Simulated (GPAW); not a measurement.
# PbS (Galena) (Fm-3m) in GPAW: notebook

Aim: see how the results for PbS (Galena) move with the level of theory and the settings. Levels: PBE, RPBE+D3(BJ), r2SCAN, LDA. Tasks: band structure, equation of state.

All numbers are computed with GPAW 26.7.0; they aren't measurements. Logs are shortened: lines on timing, memory, paths and dates and some standing lists are left out, and cuts for length are marked. The log counts tension as positive stress, the text compression.

## Step 1: Starting point

It takes space group Fm-3m (No. 225, cubic). The conventional cell has a = 5.931 Å, b = 5.931 Å, c = 5.931 Å, α = 90.00°, β = 90.00°, γ = 90.00°. Pb (site symmetry m-3m) is surrounded by 6 S at 2.97 Å. Around S (site symmetry m-3m) lie 6 Pb at 2.97 Å.

## Step 2: Band structure, PBE

run.py

```python
import spglib
from ase import Atoms
from ase.dft.bandgap import bandgap
from ase.io import read, write
from ase.units import GPa
from gpaw import GPAW, PW

atoms = read('PbS.cif')
cell, positions, numbers = spglib.find_primitive(
    (atoms.cell[:], atoms.get_scaled_positions(), atoms.numbers), symprec=1e-4)
atoms = Atoms(numbers, cell=cell, scaled_positions=positions, pbc=True)

calc = GPAW(mode=PW(600),
            xc='PBE',
            kpts={'size': (6, 6, 6), 'gamma': True},
            occupations={'name': 'fermi-dirac', 'width': 0.05},
            setups={'S': 'v3'},
            nbands=-9,
            convergence={'density': 1e-05, 'energy': 1e-05},
            maxiter=150,
            txt='gpaw.txt')
atoms.calc = calc
energy = atoms.get_potential_energy()
forces = atoms.get_forces()
stress = atoms.get_stress()
calc.write('gs.gpw')
write('result.traj', atoms)
print(f'Energy: {energy:.6f} eV')
print('Forces (eV/A):')
print(forces.round(4))
print('Stress (GPa):', (stress / GPa).round(3))
print('Fermi level:', round(calc.get_fermi_level(), 4), 'eV')
print(f'Gap: {bandgap(calc)[0]:.4f} eV, direct: {bandgap(calc, direct=True)[0]:.4f} eV')

path = atoms.cell.bandpath('GXWKGLUWLK,UX', npoints=80, eps=1e-4)
bs_calc = calc.fixed_density(kpts=path, symmetry='off', nbands=-20,
                             convergence={'bands': 'CBM+6.0', 'eigenstates': 1e-6}, txt='bands.txt')
bs = bs_calc.band_structure()
bs.write('bs.json')
print(f'Gap on the path: {bandgap(bs_calc)[0]:.4f} eV')
```

PbS.cif

```cif
data_PbS
_cell_length_a 5.93150000
_cell_length_b 5.93150000
_cell_length_c 5.93150000
_cell_angle_alpha 90.00000000
_cell_angle_beta 90.00000000
_cell_angle_gamma 90.00000000
_space_group_name_H-M_alt 'Fm-3m'
_space_group_name_Hall '-F 4 2 3'
_space_group_IT_number 225
loop_
_space_group_symop_operation_xyz
'x,y,z'
'-x,-y,-z'
'-y,x,z'
'y,-x,-z'
'-x,-y,z'
'x,y,-z'
'y,-x,z'
'-y,x,-z'
'x,-y,-z'
'-x,y,z'
'-y,-x,-z'
'y,x,z'
'-x,y,-z'
'x,-y,z'
'y,x,-z'
'-y,-x,z'
'z,x,y'
'-z,-x,-y'
'z,-y,x'
'-z,y,-x'
'z,-x,-y'
'-z,x,y'
'z,y,-x'
'-z,-y,x'
'-z,x,-y'
'z,-x,y'
'-z,-y,-x'
'z,y,x'
'-z,-x,y'
'z,x,-y'
'-z,y,x'
'z,-y,-x'
'y,z,x'
'-y,-z,-x'
'x,z,-y'
'-x,-z,y'
'-y,z,-x'
'y,-z,x'
'-x,z,y'
'x,-z,-y'
'-y,-z,x'
'y,z,-x'
'-x,-z,-y'
'x,z,y'
'y,-z,-x'
'-y,z,x'
'x,-z,y'
'-x,z,-y'
'x,y+1/2,z+1/2'
'-x,-y+1/2,-z+1/2'
'-y,x+1/2,z+1/2'
'y,-x+1/2,-z+1/2'
[... 63 lines left out ...]
'-z+1/2,y,-x+1/2'
'z+1/2,-x,-y+1/2'
'-z+1/2,x,y+1/2'
'z+1/2,y,-x+1/2'
'-z+1/2,-y,x+1/2'
'-z+1/2,x,-y+1/2'
'z+1/2,-x,y+1/2'
'-z+1/2,-y,-x+1/2'
'z+1/2,y,x+1/2'
'-z+1/2,-x,y+1/2'
'z+1/2,x,-y+1/2'
'-z+1/2,y,x+1/2'
'z+1/2,-y,-x+1/2'
'y+1/2,z,x+1/2'
'-y+1/2,-z,-x+1/2'
'x+1/2,z,-y+1/2'
'-x+1/2,-z,y+1/2'
'-y+1/2,z,-x+1/2'
'y+1/2,-z,x+1/2'
'-x+1/2,z,y+1/2'
'x+1/2,-z,-y+1/2'
'-y+1/2,-z,x+1/2'
'y+1/2,z,-x+1/2'
'-x+1/2,-z,-y+1/2'
'x+1/2,z,y+1/2'
'y+1/2,-z,-x+1/2'
'-y+1/2,z,x+1/2'
'x+1/2,-z,y+1/2'
'-x+1/2,z,-y+1/2'
'x+1/2,y+1/2,z'
'-x+1/2,-y+1/2,-z'
'-y+1/2,x+1/2,z'
'y+1/2,-x+1/2,-z'
'-x+1/2,-y+1/2,z'
'x+1/2,y+1/2,-z'
'y+1/2,-x+1/2,z'
'-y+1/2,x+1/2,-z'
'x+1/2,-y+1/2,-z'
'-x+1/2,y+1/2,z'
'-y+1/2,-x+1/2,-z'
'y+1/2,x+1/2,z'
'-x+1/2,y+1/2,-z'
'x+1/2,-y+1/2,z'
'y+1/2,x+1/2,-z'
'-y+1/2,-x+1/2,z'
'z+1/2,x+1/2,y'
'-z+1/2,-x+1/2,-y'
'z+1/2,-y+1/2,x'
'-z+1/2,y+1/2,-x'
'z+1/2,-x+1/2,-y'
'-z+1/2,x+1/2,y'
'z+1/2,y+1/2,-x'
'-z+1/2,-y+1/2,x'
'-z+1/2,x+1/2,-y'
'z+1/2,-x+1/2,y'
'-z+1/2,-y+1/2,-x'
'z+1/2,y+1/2,x'
'-z+1/2,-x+1/2,y'
'z+1/2,x+1/2,-y'
'-z+1/2,y+1/2,x'
'z+1/2,-y+1/2,-x'
'y+1/2,z+1/2,x'
'-y+1/2,-z+1/2,-x'
'x+1/2,z+1/2,-y'
'-x+1/2,-z+1/2,y'
'-y+1/2,z+1/2,-x'
'y+1/2,-z+1/2,x'
'-x+1/2,z+1/2,y'
'x+1/2,-z+1/2,-y'
'-y+1/2,-z+1/2,x'
'y+1/2,z+1/2,-x'
'-x+1/2,-z+1/2,-y'
'x+1/2,z+1/2,y'
'y+1/2,-z+1/2,-x'
'-y+1/2,z+1/2,x'
'x+1/2,-z+1/2,y'
'-x+1/2,z+1/2,-y'
loop_
_atom_site_label
_atom_site_type_symbol
_atom_site_symmetry_multiplicity
_atom_site_Wyckoff_symbol
_atom_site_fract_x
_atom_site_fract_y
_atom_site_fract_z
_atom_site_occupancy
Pb1 Pb 4 a 0.0000000000 0.0000000000 0.0000000000 1
S1 S 4 b 0.5000000000 0.0000000000 0.0000000000 1
```

Potentials or basis: GPAW PAW data sets (gpaw-data 1.2.1), newer versions, pw.

Command:

```
OMP_NUM_THREADS=1 python run.py
```

gpaw.txt:

```text
__  _  _
 | _ |_)|_||  |
 |__||  | ||/\| - 26.7.0

Input parameters:
  mode=PW(ecut=600.0),
  convergence={'density': 1e-05, 'energy': 1e-05},
  kpts=MonkhorstPack(size=(6, 6, 6), gamma=True),
  maxiter=150,
  nbands=-9,
  occupations=Occupations(name='fermi-dirac', width=0.05),
  setups={'S': 'v3'},
  xc=XC(name='PBE')

Diagonalizing LCAO Hamiltonian
Converting LCAO to pw mode

                S

       Pb

Atoms  # Å, Bohr magnetons
|   | symbol |        x |        y |        z |    initial magnetic moments |
|---|--------|----------|----------|----------|-----------------------------|
| 0 |     Pb | 0.000000 | 0.000000 | 0.000000 | ( 0.0000,  0.0000,  0.0000) |
| 1 |      S | 2.965750 | 2.965750 | 2.965750 | ( 0.0000,  0.0000,  0.0000) |

Unit cell  # Å
| periodic |        x |        y |        z |  lengths |    angles |
|----------|----------|----------|----------|----------|-----------|
|      yes | 0.000000 | 2.965750 | 2.965750 | 4.194204 | 60.000000 |
|      yes | 2.965750 | 0.000000 | 2.965750 | 4.194204 | 60.000000 |
|      yes | 2.965750 | 2.965750 | 0.000000 | 4.194204 | 60.000000 |

Number of symmetries: 48
Symmetry operations  # r_c * U_cc + t_c -> r_c
|    | kind |            matrix            |
|----|------|------------------------------|
|  0 |  σ   |  1, 0, 0,  1, 0,-1,  1,-1, 0 |
|  1 |  C2  |  1, 0, 0,  1,-1, 0,  1, 0,-1 |
|  2 |  E   |  1, 0, 0,  0, 1, 0,  0, 0, 1 |
|  3 |  σ   |  1, 0, 0,  0, 0, 1,  0, 1, 0 |
|  4 |  C4  |  1, 0,-1,  1, 0, 0,  1,-1, 0 |
|  5 |  S6  |  1, 0,-1,  1,-1, 0,  1, 0, 0 |
|  6 |  σ   |  1, 0,-1,  0, 1,-1,  0, 0,-1 |
|  7 |  C3  |  1, 0,-1,  0, 0,-1,  0, 1,-1 |
|  8 |  S6  |  1,-1, 0,  1, 0, 0,  1, 0,-1 |
|  9 |  C4  |  1,-1, 0,  1, 0,-1,  1, 0, 0 |
| 10 |  C3  |  1,-1, 0,  0,-1, 1,  0,-1, 0 |
| 11 |  σ   |  1,-1, 0,  0,-1, 0,  0,-1, 1 |
| 12 |  σ   |  0, 1, 0,  1, 0, 0,  0, 0, 1 |
| 13 |  C4  |  0, 1, 0,  0, 1,-1, -1, 1, 0 |
| 14 |  C3  |  0, 1, 0,  0, 0, 1,  1, 0, 0 |
| 15 |  S6  |  0, 1, 0, -1, 1, 0,  0, 1,-1 |
| 16 |  C2  |  0, 1,-1,  1, 0,-1,  0, 0,-1 |
| 17 |  σ   |  0, 1,-1,  0, 1, 0, -1, 1, 0 |
| 18 |  S4  |  0, 1,-1,  0, 0,-1,  1, 0,-1 |
| 19 |  C4  |  0, 1,-1, -1, 1, 0,  0, 1, 0 |
| 20 |  C3  |  0, 0, 1,  1, 0, 0,  0, 1, 0 |
| 21 |  σ   |  0, 0, 1,  0, 1, 0,  1, 0, 0 |
| 22 |  S6  |  0, 0, 1,  0,-1, 1, -1, 0, 1 |
| 23 |  C4  |  0, 0, 1, -1, 0, 1,  0,-1, 1 |
| 24 |  S4  |  0, 0,-1,  1, 0,-1,  0, 1,-1 |
| 25 |  C3  |  0, 0,-1,  0, 1,-1,  1, 0,-1 |
| 26 |  C2  |  0, 0,-1,  0,-1, 0, -1, 0, 0 |
| 27 |  S6  |  0, 0,-1, -1, 0, 0,  0,-1, 0 |
| 28 |  S4  |  0,-1, 1,  1,-1, 0,  0,-1, 0 |
| 29 |  C4  |  0,-1, 1,  0, 0, 1, -1, 0, 1 |
| 30 |  C2  |  0,-1, 1,  0,-1, 0,  1,-1, 0 |
| 31 |  σ   |  0,-1, 1, -1, 0, 1,  0, 0, 1 |
| 32 |  C3  |  0,-1, 0,  1,-1, 0,  0,-1, 1 |
| 33 |  S6  |  0,-1, 0,  0, 0,-1, -1, 0, 0 |
| 34 |  S4  |  0,-1, 0,  0,-1, 1,  1,-1, 0 |
| 35 |  C2  |  0,-1, 0, -1, 0, 0,  0, 0,-1 |
| 36 |  C2  | -1, 1, 0,  0, 1, 0,  0, 1,-1 |
| 37 |  S6  | -1, 1, 0,  0, 1,-1,  0, 1, 0 |
| 38 |  S4  | -1, 1, 0, -1, 0, 1, -1, 0, 0 |
| 39 |  C3  | -1, 1, 0, -1, 0, 0, -1, 0, 1 |
| 40 |  S6  | -1, 0, 1,  0, 0, 1,  0,-1, 1 |
| 41 |  C2  | -1, 0, 1,  0,-1, 1,  0, 0, 1 |
| 42 |  C3  | -1, 0, 1, -1, 1, 0, -1, 0, 0 |
| 43 |  S4  | -1, 0, 1, -1, 0, 0, -1, 1, 0 |
| 44 |  C2  | -1, 0, 0,  0, 0,-1,  0,-1, 0 |
| 45 |  i   | -1, 0, 0,  0,-1, 0,  0, 0,-1 |
| 46 |  σ   | -1, 0, 0, -1, 1, 0, -1, 0, 1 |
| 47 |  C2  | -1, 0, 0, -1, 0, 1, -1, 1, 0 |

BZ-sampling:
  Number of BZ points: 216
  Number of IBZ points: 16

  Monkhorst-Pack size: [6, 6, 6]
  Monkhorst-Pack shift: [0.08333333333333333, 0.08333333333333333, 0.08333333333333333]

K-points  # in reciprocal-cell coordinates
|     |                                coordinates |     weight |
|-----|--------------------------------------------|------------|
|   0 | (  0.00000000,   0.00000000,   0.00000000) | 0.00462963 |
|   1 | (  0.16666667,   0.16666667,   0.00000000) | 0.02777778 |
|   2 | (  0.16666667,   0.16666667,   0.16666667) | 0.03703704 |
|   3 | (  0.33333333,   0.16666667,   0.16666667) | 0.05555556 |
|   4 | (  0.33333333,   0.33333333,  -0.33333333) | 0.05555556 |
|   5 | (  0.33333333,   0.33333333,   0.00000000) | 0.02777778 |
|   6 | (  0.33333333,   0.33333333,   0.16666667) | 0.11111111 |
|   7 | (  0.33333333,   0.33333333,   0.33333333) | 0.03703704 |
|   8 | (  0.50000000,   0.33333333,  -0.33333333) | 0.11111111 |
|   9 | (  0.50000000,   0.33333333,  -0.16666667) | 0.05555556 |
| ... |                                            |            |
|  15 | (  0.50000000,   0.50000000,   0.50000000) | 0.01851852 |

Plane wave coefficients: 1807
Cutoff: 600.0 eV

Spin-components: 1 (collinear spins)
Bands:           19
Projectors:      11
Spin-degeneracy: 2
Datatype:        complex128

Parallelization:
  kpt:    1
  domain: 1
  band:   1

Density:
  Valence electrons: 20.0
  Components: 1
  Grid points: [24 24 24]
  Charge: 0.0  # |e|

Potential:
  Grid points: [24 24 24]

species:
  Pb:
    name:    Lead
    Z:       82.0
    valence: 14
    core:    68
    charge:  0.0  # [|e|]
    compensation charges:
      type: gauss
      rc: 0.38  # [Å]
      lmax: 2
    cutoffs:
      filter: 2.36  # [Å]
      core: 2.43  # [Å]
    projectors
    | kind |    occ | energy [eV] | rcut [Å] |
    |------|--------|-------------|----------|
    |   6s |  2.000 |     -11.969 |    1.259 |
    |   6p |  2.000 |      -3.506 |    1.275 |
    |   5d | 10.000 |     -21.211 |    1.217 |
    |    s |        |      15.243 |    1.259 |
    |    p |        |      23.705 |    1.275 |
    |    d |        |       6.001 |    1.217 |

    Using partial waves for Pb as LCAO basis

  S:
    name:    Sulfur
    Z:       16.0
    valence: 6
    core:    10
    charge:  0.0  # [|e|]
    compensation charges:
      type: gauss
      rc: 0.26  # [Å]
      lmax: 2
    cutoffs:
      filter: 2.13  # [Å]
      core: 1.67  # [Å]
    projectors
    | kind |    occ | energy [eV] | rcut [Å] |
    |------|--------|-------------|----------|
    |   3s |  2.000 |     -17.256 |    1.217 |
    |   3p |  4.000 |      -7.009 |    0.953 |
    |    s |        |       9.955 |    1.217 |
    |    p |        |      20.203 |    0.953 |
    |    d |        |       0.000 |    0.847 |

    Using partial waves for S as LCAO basis

Reference energy: -578132.984529  # eV

eigensolver:
  PPCG
  Converge bands: occupied
  niter=2

density mixing:
  MSR1-Mixer
  Pratt-step length: 0.05
  Maximum mixing coefficient: 0.75
  Old densities: 10
  SVD Regularization: 0.005
  Good broyden scale: 1.0
  Trust region scale: 1.0
  Backstep threshold: 4.0
  History deletion threshold: 6.0
  Fourier metric: weight=20.0, sigma=0.015

occupation numbers:
  Fermi-Dirac:
    width: 0.0500  # eV

poisson solver:
  ecut: 4800.0  # eV

xc functional:
  name: PBE with 2 nearest neighbor stencil

convergence criteria:
- Maximum integral of absolute [dens]ity change: 1e-05 electrons / valence electron
- Maximum [total energy] change in last 3 cyles: 1e-05 eV / valence electron
- Maximum integral of absolute [eigenst]ate change: 4e-08 eV^2 / valence electron
maximum number of iterations: 150

SCF iterations
|iter     | |      energy | eigst |  dens |
|---------|-|-------------|-------|-------|
|iter:   1| |   -9.375076 | -0.17 |       |
|iter:   2| |   -9.268132 | -1.86 | -1.16 |
|iter:   3| |   -8.942410 | -1.65 | -1.21 |
|iter:   4| |   -8.944644 | -3.62 | -1.80 |
|iter:   5| |   -8.945860 | -4.17 | -2.15 |
|iter:   6| |   -8.945905 | -5.45 | -3.14 |
|iter:   7| |   -8.945912c| -6.58 | -3.63 |
|iter:   8| |   -8.945913c| -7.57c| -4.40 |
|iter:   9| |   -8.945913c| -7.77c| -5.10c|

Converged in 9 steps
Energy contributions relative to reference atoms: (reference = -578132.984529)

Energy contributions:
  Kinetic:          18.663897
  Coulomb:         -18.893243
  Zero:             -0.074226
  External:          0.000000
  Xc:               -8.642015
  Entropy:          -0.000649
  Spinorbit:         0.000000
  ----------------------------
  Free energy:      -8.946237
  Extrapolated:     -8.945913

dipole moment: (-25.074510, -25.074510, -25.074510)  # |e|*Ang

Fermi level: 6.397
Eigenvalues  # (at kpt = [0.000, 0.000, 0.000])
| band index |      eig [eV] | occ [0-2] |
|------------|---------------|-----------|
|          0 |       -10.608 |     2.000 |
|        ... |               |           |
|          2 |       -10.608 |     2.000 |
|          3 |       -10.598 |     2.000 |
|          4 |       -10.598 |     2.000 |
|          5 |        -7.385 |     2.000 |
|          6 |         0.233 |     2.000 |
|          7 |         4.019 |     2.000 |
[... 9 lines left out ...]
|         17 |        15.254 |     0.000 |
|         18 |        15.262 |     0.000 |

Gap: 0.312 eV
Transition (v -> c):
  (s=0, k=15, n=9, [0.50, 0.50, 0.50]) -> (s=0, k=15, n=10, [0.50, 0.50, 0.50])
No difference between direct/indirect transitions

Forces  # eV/Ang
|       x |        y |        z |
|---------|----------|----------|
| 0.00000 |  0.00000 |  0.00000 |  # Pb   0
| 0.00000 | -0.00000 | -0.00000 |  # S    1

Stress tensor  # eV/Ang^3
|         x |         y |         z |
|-----------|-----------|-----------|
| -0.012391 | -0.000000 | -0.000000 |
| -0.000000 | -0.012391 |  0.000000 |
| -0.000000 |  0.000000 | -0.012391 |

# Writing to gs.gpw (mode='')
```

It took 55 s on 1 thread of Arm Neoverse V1, shared host; peak memory 0.27 GiB.

What came out:

| Property | Result |
| --- | --- |
| Free energy | -8.9462 eV |
| Pressure | 2.0 GPa |
| Band gap on the k mesh | 0.31 eV, direct |
| Band gap along the path | 0.31 eV, direct |

Levels at the corners of the path, in eV from the valence-band top:
```tsv
point	band 6	band 7	band 8	band 9	band 10	band 11	band 12	band 13	band 14
Γ	-13.63	-6.01	-2.22	-2.22	-2.22	5.15	5.15	5.15	6.66
X	-11.96	-7.16	-5.24	-3.49	-3.49	3.82	5.52	5.62	5.62
W	-11.93	-7.91	-4.47	-4.47	-1.06	2.13	4.61	4.61	8.10
K	-11.98	-7.95	-4.83	-2.99	-2.52	3.28	4.07	5.00	6.18
Γ	-13.63	-6.01	-2.22	-2.22	-2.22	5.15	5.15	5.15	6.66
L	-12.40	-8.82	-1.83	-1.83	0.00	0.31	1.90	1.90	8.63
U	-11.98	-7.95	-4.83	-2.99	-2.52	3.28	4.07	5.00	6.18
W	-11.93	-7.91	-4.47	-4.47	-1.06	2.13	4.61	4.61	8.10
L	-12.40	-8.82	-1.83	-1.83	0.00	0.31	1.90	1.90	8.63
K	-11.98	-7.95	-4.83	-2.99	-2.52	3.28	4.07	5.00	6.18
U	-11.98	-7.95	-4.83	-2.99	-2.52	3.28	4.07	5.00	6.18
X	-11.96	-7.16	-5.24	-3.49	-3.49	3.82	5.52	5.62	5.62
```

Caveat: spin-orbit coupling is left out, which as a rule narrows the gap of such compounds by several tenths of an eV.

## Step 3: Band structure, PBE

run.py

```python
from ase.dft.bandgap import bandgap
from ase.io import read, write
from gpaw import GPAW

atoms = read('PbS.cif')

calc = GPAW(mode='fd',
            h=0.2,
            xc='PBE',
            kpts={'size': (6, 6, 6), 'gamma': True},
            occupations={'name': 'fermi-dirac', 'width': 0.05},
            nbands=19,
            convergence={'density': 1e-05, 'energy': 1e-05},
            maxiter=150,
            txt='gpaw.txt')
atoms.calc = calc
energy = atoms.get_potential_energy()
forces = atoms.get_forces()
calc.write('gs.gpw')
write('result.traj', atoms)
print(f'Energy: {energy:.6f} eV')
print('Forces (eV/A):')
print(forces.round(4))
print('Fermi level:', round(calc.get_fermi_level(), 4), 'eV')
print(f'Gap: {bandgap(calc)[0]:.4f} eV, direct: {bandgap(calc, direct=True)[0]:.4f} eV')

path = atoms.cell.bandpath('GXWKGLUWLK,UX', npoints=60, eps=1e-4)
bs_calc = calc.fixed_density(kpts=path, symmetry='off', nbands=31,
                             convergence={'bands': 'CBM+6.0', 'eigenstates': 1e-6}, txt='bands.txt')
bs = bs_calc.band_structure()
bs.write('bs.json')
print(f'Gap on the path: {bandgap(bs_calc)[0]:.4f} eV')
```

PbS.cif

```cif
data_PbS
_cell_length_a 4.19420387
_cell_length_b 4.19420387
_cell_length_c 4.19420387
_cell_angle_alpha 60.00000000
_cell_angle_beta 60.00000000
_cell_angle_gamma 60.00000000
_space_group_name_H-M_alt 'P1'
_space_group_name_Hall 'P 1'
_space_group_IT_number 1
loop_
_space_group_symop_operation_xyz
'x,y,z'
loop_
_atom_site_label
_atom_site_type_symbol
_atom_site_symmetry_multiplicity
_atom_site_Wyckoff_symbol
_atom_site_fract_x
_atom_site_fract_y
_atom_site_fract_z
_atom_site_occupancy
Pb1 Pb 1 a 0.0000000000 0.0000000000 0.0000000000 1
S1 S 1 a 0.5000000000 0.5000000000 0.5000000000 1
```

Potentials or basis: GPAW PAW data sets (gpaw-data 1.2.1), fd.

Command:

```
OMP_NUM_THREADS=1 python run.py
```

It took 82 s on 1 thread of Arm Neoverse V1, shared host; peak memory 0.36 GiB.

It converged, with:

```yaml
Free_energy: -8.9654 eV
Band_gap_on_the_k_mesh: 0.31 eV, direct
Band_gap_along_the_path: 0.31 eV, direct
```

Levels at the corners of the path, in eV from the valence-band top:
```csv
point,band 7,band 8,band 9,band 10,band 11,band 12,band 13,band 14
Γ,-6.01,-2.22,-2.22,-2.22,5.14,5.15,5.15,6.66
X,-7.15,-5.24,-3.49,-3.49,3.82,5.52,5.62,5.62
W,-7.91,-4.47,-4.47,-1.06,2.13,4.61,4.61,8.10
K,-7.94,-4.83,-2.99,-2.52,3.28,4.06,5.00,6.17
Γ,-6.01,-2.22,-2.22,-2.22,5.14,5.15,5.15,6.66
L,-8.82,-1.83,-1.83,0.00,0.31,1.90,1.90,8.63
U,-7.94,-4.83,-2.99,-2.52,3.28,4.06,5.00,6.17
W,-7.91,-4.47,-4.47,-1.06,2.13,4.61,4.61,8.10
L,-8.82,-1.83,-1.83,0.00,0.31,1.90,1.90,8.63
K,-7.94,-4.83,-2.99,-2.52,3.28,4.06,5.00,6.17
U,-7.94,-4.83,-2.99,-2.52,3.28,4.06,5.00,6.17
X,-7.15,-5.24,-3.49,-3.49,3.82,5.52,5.62,5.62
```

Caveat: the real-space grid adds noise to forces; spin-orbit coupling is left out, which as a rule narrows the gap of such compounds by several tenths of an eV.

[end of part 1 of 2]
